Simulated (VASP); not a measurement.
Set up this calculation in VASP 6.6.1, as the native input.

| Property | Result |
| --- | --- |
| Task | relaxation of cell and atoms |
| Functional | LDA |
| Potentials or basis | VASP PAW LDA potentials, release 64 (Na_pv, Cl) |
| Cutoff | 600 eV |
| k mesh | 8 × 8 × 8 |
| Occupations | gaussian, width 0.03 eV |
| Spin | no spin polarisation |
| Further INCAR settings | ALGO = Normal; EDIFF = 1e-06; IBRION = 2; EDIFFG = -0.01; NSW = 90; ISIF = 3 |

The structure of NaCl lies in POSCAR:

```
NaCl
1.0
    0.0000000000      2.8100000000      2.8100000000
    2.8100000000      0.0000000000      2.8100000000
    2.8100000000      2.8100000000      0.0000000000
Na Cl
1 1
Direct
    0.0000000000      0.0000000000      0.0000000000
    0.5000000000      0.5000000000      0.5000000000
```

One way to write it, as run:

INCAR

```
SYSTEM = NaCl
  ALGO = Normal
  EDIFF = 1E-6
  EDIFFG = -0.01
  ENCUT = 600
  GGA = CA
  IBRION = 2
  ISIF = 3
  ISMEAR = 0
  LASPH = .TRUE.
  LCHARG = .FALSE.
  LREAL = .FALSE.
  LWAVE = .FALSE.
  NELM = 80
  NSW = 90
  PREC = Accurate
  SIGMA = 0.03
```

KPOINTS

```
k-points
0
G
  8 8 8
  0 0 0
```

Potentials or basis: VASP PAW LDA potentials, release 64 (Na_pv, Cl).

Launch:

```sh
$ cat potpaw_LDA.64/Na_pv/POTCAR potpaw_LDA.64/Cl/POTCAR > POTCAR
$ mpirun -np 1 vasp_std > vasp.out
```

It gave:

```json
{"Relaxed volume": "20.44 Å³/atom", "Relaxed cell": "a = 3.867 Å, b = 3.867 Å, c = 3.867 Å, α = 60.00°, β = 60.00°, γ = 60.00°", "Space group after relaxing (to 0.05 Å)": "Fm-3m (No. 225)", "Energy gained by relaxing": "13.2 meV/atom", "Ionic steps": "5", "Pressure after relaxing": "-0.1 GPa", "Band gap on the k mesh": "5.07 eV, direct"}
```

Run time: 28 s on 1 thread of Intel(R) Xeon(R) Platinum 8259CL CPU @ 2.50GHz (Skylake/Cascade Lake), with other jobs on the host, peak memory 0.16 GiB.
